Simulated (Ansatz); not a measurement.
# Does AlGa3N4 in Pm form from AlN and GaN?

Plane-wave DFT in Ansatz with scalar-relativistic PAW potentials, cutoff 420 eV, Γ-centred meshes chosen by cell and gap, Gaussian smearing with energies taken to zero width. Every cell was relaxed (cell and atoms) in a run of its own, within the symmetry of its start. Functional: PBEsol.

The ternary relaxed to Pm, 8 atoms in the computed cell, a = 5.142 Å, b = 3.165 Å, c = 5.478 Å, β = 90.0°; sites (symmetry × multiplicity) Al m × 1, Ga m × 1 + m × 1 + m × 1, N m × 1 + m × 1 + m × 1 + m × 1.

Total energies hold large constants for each element; a whole number of eV per atom of each element is taken off below, which cancels in a balanced reaction.

```tsv
compound	lowest structure computed	structures tried	V (Å³/atom)	gap on mesh (eV)	E (eV per formula unit, common shift removed)
AlGa3N4	Pm	2	11.15	2.36	-8.4685
AlN	P6_3mc	3	10.46	4.09	-2.9583
GaN	P6_3mc	2	11.37	1.88	-1.8471
```

Balance the reaction and work out its energy at 0 K.

The balance is AlN + 3 GaN → AlGa3N4. ΔE = 0.031 eV per formula unit, 3.9 meV/atom, and the volume changes by 0.0 %. This form of the ternary lies above these binaries, so at 0 K it is at best metastable, by at least this much: a few tens of meV per atom are within reach of entropy at synthesis temperatures (k_BT is 86 meV at 1000 K), though mixing entropy favours a disordered solid solution, not this ordered cell. Against the elements it is bound by 0.80 eV/atom, many times the size of this reaction energy: the binaries together are bound more strongly still, and stability is decided by the small difference. A lower form of a binary that wasn't tried would raise the value, and a lower form of the ternary would lower it.